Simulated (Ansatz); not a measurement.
Computed with DFT PBE, scalar-relativistic, plane waves, PAW (Ansatz).

Plane waves to 420 eV, a k mesh through Γ of 14×14×8 on the computed 2-atom cell and Gaussian smearing (0.10 eV); no spin polarisation.

Structure with the computed forces (eV/Å) in the last three columns:

```xyz
2
Lattice="2.9264 -0.0177 0.0248 -1.4785 2.5786 -0.0095 0.0442 0.0060 5.2032" Properties=species:S:1:pos:R:3:forces:R:3 pbc="T T T" pressure_GPa=-7.38
Ta    1.3962    0.7400    3.9506   -0.4400   -0.1530   -0.6050
Ta    0.0959    1.8269    1.2679    0.4400    0.1530    0.6050
```

Stress tensor (GPa, compression positive):

```
-10.12  -2.48   1.52
 -2.48  -3.73   0.33
  1.52   0.33  -8.28
```

Spin–orbit coupling is left out, which can shift energies with elements as heavy as these.

This form isn't the element's structure at ambient conditions.